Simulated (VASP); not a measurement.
## C: band structure with revPBE

C:

```
C
1.0
     2.52210    0.00000    0.00000
    -1.26105    2.18420    0.00000
     0.00000    0.00000    8.23710
C
8
Direct
  0.66667 0.33333 0.84375
  0.33333 0.66667 0.34375
  0.66667 0.33333 0.65625
  0.33333 0.66667 0.15625
  0.00000 0.00000 0.90625
  0.00000 0.00000 0.40625
  0.00000 0.00000 0.59375
  0.00000 0.00000 0.09375
```

This is a hexagonal form of diamond, not graphite.

* Program: VASP 6.6.1
* Task: band structure
* Functional: revPBE
* Potentials or basis: VASP PAW PBE potentials, release 64 (C)
* Cutoff: 520 eV
* k mesh: 12 × 12 × 4
* Occupations: fermi-dirac, width 0.05 eV
* Spin: no spin polarisation
* Further INCAR settings: ALGO = Normal; EDIFF = 1e-06

```json
{"Pressure": "7.5 GPa", "Largest force": "0.327 eV/Å", "Band gap on the k mesh": "4.41 eV, indirect (least direct gap 5.18 eV)", "Band gap along the path": "4.42 eV, indirect (least direct gap 5.18 eV)"}
```

Forces on the atoms (eV/Å):
```
C    0.000  0.000  0.319
C    0.000  0.000  0.319
C    0.000  0.000 -0.319
C    0.000  0.000 -0.319
C    0.000  0.000  0.327
C    0.000  0.000  0.327
C    0.000  0.000 -0.327
C    0.000  0.000 -0.327
```

Stress tensor (GPa, compression positive):
```
 3.37  0.00  0.00
 0.00  3.37  0.00
 0.00  0.00 15.62
```

Levels at the corners of the path, in eV from the valence-band top:
```csv
point,band 12,band 13,band 14,band 15,band 16,band 17,band 18,band 19,band 20,band 21
Γ,-1.74,-1.74,-0.22,0.00,0.00,5.18,5.18,5.71,7.00,7.06
M,-5.04,-5.02,-4.56,-3.71,-2.94,4.45,5.60,5.85,6.01,6.95
M,-5.04,-5.02,-4.56,-3.71,-2.94,4.45,5.60,5.85,6.01,6.95
K,-7.48,-7.15,-5.67,-5.67,-4.04,6.30,6.30,7.88,8.45,8.45
K,-7.48,-7.15,-5.67,-5.67,-4.04,6.30,6.30,7.88,8.45,8.45
Γ,-1.74,-1.74,-0.22,0.00,0.00,5.18,5.18,5.71,7.00,7.02
Γ,-1.74,-1.74,-0.22,0.00,0.00,5.18,5.18,5.71,7.00,7.01
A,-2.56,-0.68,-0.68,-0.68,-0.68,5.98,5.98,5.98,5.98,6.72
A,-2.56,-0.68,-0.68,-0.68,-0.68,5.98,5.98,5.98,5.98,6.72
L,-6.08,-4.74,-4.74,-3.67,-3.67,4.81,4.81,7.12,7.12,7.56
L,-6.08,-4.74,-4.74,-3.67,-3.67,4.81,4.81,7.12,7.12,7.56
H,-8.54,-5.38,-5.38,-5.11,-5.11,5.24,5.24,9.76,9.76,11.07
H,-8.54,-5.38,-5.38,-5.11,-5.11,5.24,5.24,9.76,9.76,11.07
A,-2.56,-0.68,-0.68,-0.68,-0.68,5.98,5.98,5.98,5.98,6.72
L,-6.08,-4.74,-4.74,-3.67,-3.67,4.81,4.81,7.12,7.12,7.56
M,-5.04,-5.02,-4.56,-3.71,-2.94,4.45,5.60,5.85,6.01,6.95
K,-7.48,-7.15,-5.67,-5.67,-4.04,6.30,6.30,7.88,8.45,8.45
H,-8.54,-5.38,-5.38,-5.11,-5.11,5.24,5.24,9.76,9.76,11.07
```

Wall time 92 s on 1 thread of Intel(R) Xeon(R) Platinum 8488C (Sapphire Rapids) (shared host), peak memory 0.2 GiB.

Caveat: the PAW data sets were made with another functional, which shifts forces and pressure a little. As with any semilocal functional, this revPBE gap is likely too small.
